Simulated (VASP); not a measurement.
# Si (Fd-3m) in VASP: dielectric tensor with PBE+D3(BJ)

Aim: the dielectric tensor of Si with PBE+D3(BJ).

Program: VASP 6.6.1. These are calculated values, not measurements. Logs are shortened: lines on timing, memory, paths and dates and some standing lists are left out, and cuts for length are marked.

## (1) The crystal as given

It takes space group Fd-3m (No. 227, cubic). The conventional cell has a = 5.420 Å, b = 5.420 Å, c = 5.420 Å, α = 90.00°, β = 90.00°, γ = 90.00°. Around Si (site symmetry -43m) lie 4 Si at 2.35 Å.

## (2) Dielectric tensor, PBE+D3(BJ)

INCAR reads:

```
  ALGO = Normal
  EDIFF = 1E-7
  ENCUT = 520
  GGA = PE
  ISIF = 2
  ISMEAR = 0
  IVDW = 12
  LASPH = T
  LCHARG = F
  LEPSILON = T
  LREAL = F
  LWAVE = F
  NELM = 60
  PREC = Accurate
  SIGMA = 0.02
```

KPOINTS reads:

```
k-points
0
Gamma
  10 10 10
```

POSCAR reads:

```
Si                                      
1.0
    0.0000000000      2.7098637838      2.7098637838
    2.7098637838      0.0000000000      2.7098637838
    2.7098637838      2.7098637838      0.0000000000
  Si            
     2
Direct
     0.7500000000000000    0.7500000000000000    0.7500000000000000
     0.5000000000000000    0.5000000000000000    0.5000000000000000
```

Potentials or basis: VASP PAW PBE potentials, release 64 (Si).

Run with:

```sh
$ cat potpaw_PBE.64/Si/POTCAR > POTCAR
$ mpirun -np 1 vasp_std > vasp.out
```

OUTCAR:

```text
EDIFF = 1E-7
   ENCUT = 520
   GGA = PE
   ISIF = 2
   ISMEAR = 0
   IVDW = 12
   LASPH = T
   LEPSILON = T
   LREAL = F
   NELM = 60
   PREC = Accurate
 IVDW          = 12

 ion  position               nearest neighbor table
   1  0.750  0.750  0.750-   2 2.35   2 2.35   2 2.35   2 2.35
   2  0.500  0.500  0.500-   1 2.35   1 2.35   1 2.35   1 2.35

  LATTYP: Found a face centered cubic cell.
 ALAT       =     5.4197275676

  Lattice vectors:

 A1 = (   0.0000000000,   2.7098637838,   2.7098637838)
 A2 = (   2.7098637838,   0.0000000000,   2.7098637838)
 A3 = (   2.7098637838,   2.7098637838,   0.0000000000)

Analysis of symmetry for initial positions (statically):
=====================================================================
 Subroutine PRICEL returns:
 Original cell was already a primitive cell.

 Routine SETGRP: Setting up the symmetry group for a
 face centered cubic supercell.

 Subroutine GETGRP returns: Found 48 space group operations
 (whereof 24 operations were pure point group operations)
 out of a pool of 48 trial point group operations.

The static configuration has the point symmetry T_d .
 The point group associated with its full space group is O_h .

Analysis of symmetry for dynamics (positions and initial velocities):
=====================================================================
 Subroutine PRICEL returns:
 Original cell was already a primitive cell.

 Routine SETGRP: Setting up the symmetry group for a
 face centered cubic supercell.

 Subroutine GETGRP returns: Found 48 space group operations
 (whereof 24 operations were pure point group operations)
 out of a pool of 48 trial point group operations.

The dynamic configuration has the point symmetry T_d .
 The point group associated with its full space group is O_h .

 Subroutine INISYM returns: Found 48 space group operations
 (whereof 24 operations are pure point group operations),
 and found     1 'primitive' translations

----------------------------------------------------------------------------------------

                                     Primitive cell

  volume of cell :      39.7990

  direct lattice vectors                    reciprocal lattice vectors
     0.000000000  2.709863784  2.709863784    -0.184511119  0.184511119  0.184511119
     2.709863784  0.000000000  2.709863784     0.184511119 -0.184511119  0.184511119
     2.709863784  2.709863784  0.000000000     0.184511119  0.184511119 -0.184511119

  length of vectors
     3.832326115  3.832326115  3.832326115     0.319582633  0.319582633  0.319582633

  position of ions in fractional coordinates (direct lattice)
     0.750000000  0.750000000  0.750000000
     0.500000000  0.500000000  0.500000000

  ion indices of the primitive-cell ions
   primitive index   ion index
                 1           1
                 2           2

----------------------------------------------------------------------------------------

 KPOINTS: k-points

Automatic generation of k-mesh.
 Grid dimensions read from file:
 generate k-points for:   10   10   10

 Generating k-lattice:

  Cartesian coordinates                     Fractional coordinates (reciprocal lattice)
    -0.018451112  0.018451112  0.018451112     0.100000000  0.000000000  0.000000000
     0.018451112 -0.018451112  0.018451112     0.000000000  0.100000000  0.000000000
     0.018451112  0.018451112 -0.018451112     0.000000000  0.000000000  0.100000000

  Length of vectors
     0.031958263  0.031958263  0.031958263

  Shift w.r.t. Gamma in fractional coordinates (k-lattice)
     0.000000000  0.000000000  0.000000000
[... 72 lines left out ...]
  volume/ion in A,a.u.               =      19.90       134.29
  Fermi-wavevector in a.u.,A,eV,Ry     =   0.958990  1.812228 12.512756  0.919662
  Thomas-Fermi vector in A             =   2.088146
   LORBIT       =      0    0 simple, 1 ext, 2 COOP (PROOUT), +10 PAW based schemes
   GGA     = PE    functional components
   LHFCALC =     F    Hartree Fock is set to
   AEXX    =    0.0000 exact exchange contribution
   IVDW    =    12    specifies the selected vdW correction
   LEPSILON=     T    determine dielectric tensor
   LRPA    =     F    only Hartree local field effects (RPA)
 non-spin polarized calculation
 Gauss-broadening in eV      SIGMA  =   0.02
  energy-cutoff  :      520.00
  volume of cell :       39.80
 maximum number of plane-waves:      1090
 NGX is ok and might be reduce to    30
   NGX = 15   NGY = 15   NGZ = 15

--------------------------------------- Ionic step        1  -------------------------------------------

 number of electron       8.0000000 magnetization

 E-fermi :   6.0313     XC(G=0):  -9.4327

 val. band max:        5.8875646443   @ k =   0.0000   0.0000   0.0000
 cond. band min:       6.4587295834   @ k =   0.4000   0.4000   0.0000
 fundamental gap:      0.5711649391
 Fermi energy:         6.0313130950

 k-point     1 :       0.0000    0.0000    0.0000
  band No.  band energies     occupation
      1      -6.1117      2.00000
      2       5.8876      2.00000
      3       5.8876      2.00000
      4       5.8876      2.00000
      5       8.4557      0.00000
      6       8.4557      0.00000
      7       8.4557      0.00000
      8       9.3316      0.00000
[... 243 lines left out ...]
 k-point    24 :       0.4000    0.3000    0.0000
  band No.  band energies     occupation
      1      -3.9378      2.00000
      2       0.4623      2.00000
      3       3.0172      2.00000
      4       3.4421      2.00000
      5       6.9311      0.00000
      6       8.1269      0.00000
      7      12.8746      0.00000
      8      12.9816      0.00000

 [... further k-points ...]

  FORCE on cell =-STRESS in cart. coord.  units (eV):
  Direction    XX          YY          ZZ          XY          YZ          ZX
  --------------------------------------------------------------------------------------
  -------------------------------------------------------------------------------------
  Total       0.00186     0.00186     0.00186     0.00000    -0.00000    -0.00000
  in kB       0.07475     0.07475     0.07475     0.00000    -0.00000    -0.00000
  external pressure =        0.07 kB  Pullay stress =        0.00 kB

 VOLUME and BASIS-vectors are now :
 -----------------------------------------------------------------------------
  energy-cutoff  :      520.00
  volume of cell :       39.80
      direct lattice vectors                 reciprocal lattice vectors
     0.000000000  2.709863784  2.709863784    -0.184511119  0.184511119  0.184511119
     2.709863784  0.000000000  2.709863784     0.184511119 -0.184511119  0.184511119
     2.709863784  2.709863784  0.000000000     0.184511119  0.184511119 -0.184511119

 POSITION                                       TOTAL-FORCE (eV/Angst)
 -----------------------------------------------------------------------------------
      4.06480      4.06480      4.06480        -0.000000     -0.000000     -0.000000
      2.70986      2.70986      2.70986         0.000000      0.000000      0.000000
 -----------------------------------------------------------------------------------
    total drift:                                0.000000     -0.000000     -0.000000

  FREE ENERGIE OF THE ION-ELECTRON SYSTEM (eV)
  ---------------------------------------------------
  free  energy   TOTEN  =       -11.4728543959 eV

  energy  without entropy=      -11.4728543959  energy(sigma->0) =      -11.47285440

 HEAD OF MICROSCOPIC STATIC DIELECTRIC TENSOR (INDEPENDENT PARTICLE, excluding Hartree and local field effects)
 ------------------------------------------------------
          13.881047    -0.000000    -0.000000
          -0.000000    13.881047     0.000000
          -0.000000     0.000000    13.881047
 ------------------------------------------------------

 Free energy of the ion-electron system (eV)
  ---------------------------------------------------
  ---------------------------------------------------
  free energy    TOTEN  =        -1.44690629 eV

  energy without entropy =       -1.44690629

------------------------ aborting loop because EDIFF is reached ----------------------------------------

 Edisp (eV)   -0.63211

 E8    (eV) :    -0.2621
[... 7 lines left out ...]
 E8    (eV) :    -0.2621

--------------------------------------- Ionic step        3  -------------------------------------------

 Free energy of the ion-electron system (eV)
  ---------------------------------------------------
  ---------------------------------------------------
  free energy    TOTEN  =        -1.44690597 eV

  energy without entropy =       -1.44690597

------------------------ aborting loop because EDIFF is reached ----------------------------------------

 Edisp (eV)   -0.63211

 E8    (eV) :    -0.2621

 PIEZOELECTRIC TENSOR FIELD DIRECTION 3  (e Angst)
 -----------------------------------------------------------------------------
     0.00157 -0.00000  0.00000           (  0.00000  0.00000  0.00000)
    -0.00000  0.00157  0.00000           (  0.00000  0.00000  0.00000)
     0.00000  0.00000 -0.00755           (  0.00000  0.00000  0.00000)

 PIEZOELECTRIC TENSOR FIELD DIRECTION 3  (C/m^2)
 -----------------------------------------------------------------------------
     0.00063 -0.00000  0.00000
    -0.00000  0.00063  0.00000
     0.00000  0.00000 -0.00304

 MACROSCOPIC STATIC DIELECTRIC TENSOR (including local field effects in DFT)
 ------------------------------------------------------
          13.260550     0.000000    -0.000000
          -0.000000    13.260550     0.000000
           0.000000     0.000000    13.260550
 ------------------------------------------------------

 PIEZOELECTRIC TENSOR (including local field effects)  for field in x, y, z        (e  Angst)
          XX          YY          ZZ          XY          YZ          ZX
  --------------------------------------------------------------------------------
  x     0.00000    -0.00000     0.00000     0.00000     0.00000     0.00000
  y     0.00000     0.00000     0.00000     0.00000     0.00000    -0.00000
  z     0.00000     0.00000     0.00000     0.00000     0.00000     0.00000

 PIEZOELECTRIC TENSOR (including local field effects)  for field in x, y, z        (C/m^2)
          XX          YY          ZZ          XY          YZ          ZX
  --------------------------------------------------------------------------------
  x     0.00000    -0.00000     0.00000     0.00000     0.00000     0.00000
  y     0.00000     0.00000     0.00000     0.00000     0.00000    -0.00000
  z     0.00000     0.00000     0.00000     0.00000     0.00000     0.00000

 BORN EFFECTIVE CHARGES (including local field effects) (in |e|, cummulative output)
 ---------------------------------------------------------------------------------
 ion    1
    1     0.00000    -0.00000     0.00000
    2    -0.00000    -0.00000    -0.00000
    3    -0.00000     0.00000    -0.00000
 ion    2
    1    -0.00000     0.00000    -0.00000
    2     0.00000     0.00000     0.00000
    3     0.00000    -0.00000     0.00000
```

Run time: 1.7 min. Hardware: 1 thread of Intel Xeon Platinum 8488C (Sapphire Rapids), shared host; peak memory 0.22 GiB.

Results:

```
Band gap on the k mesh                  : 0.57 eV, indirect (least direct gap 2.57 eV)
Electronic dielectric tensor (diagonal) : 13.26
Born charges (mean of the diagonal)     : Si +0.00 e
Dispersion energy per atom              : -0.316 eV
```

Electronic dielectric tensor:
```
13.26  0.00  0.00
 0.00 13.26  0.00
 0.00  0.00 13.26
```

Born effective charge tensors (e):
atom 1, Si
```
0.00 0.00 0.00
0.00 0.00 0.00
0.00 0.00 0.00
```
atom 2, Si
```
0.00 0.00 0.00
0.00 0.00 0.00
0.00 0.00 0.00
```

Caveat: the gap is small at this level, which inflates the dielectric constant.
